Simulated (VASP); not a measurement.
GaN:

```
Ga N
1.0
     3.18023    0.00000    0.00000
    -1.59012    2.75416    0.00000
     0.00000    0.00000    5.18322
Ga N
2 2
Direct
  0.33333 0.66667 0.99924
  0.66667 0.33333 0.49924
  0.33333 0.66667 0.37576
  0.66667 0.33333 0.87576
```

Base run:

```yaml
Program: VASP 6.6.1
Functional: TB-mBJ
Potentials_or_basis: VASP PAW PBE potentials, release 64 (Ga_d, N)
Cutoff: 520 eV
k_mesh: 12 × 12 × 5
Occupations: gaussian, width 0.03 eV
Spin: no spin polarisation
```

Its results: band gap on the k mesh 3.13 eV, direct.

Task: The run is repeated on the same cell with these changes: functional from TB-mBJ to r2SCAN. What comes out?

Result: Band gap on the k mesh 2.35 eV, direct.
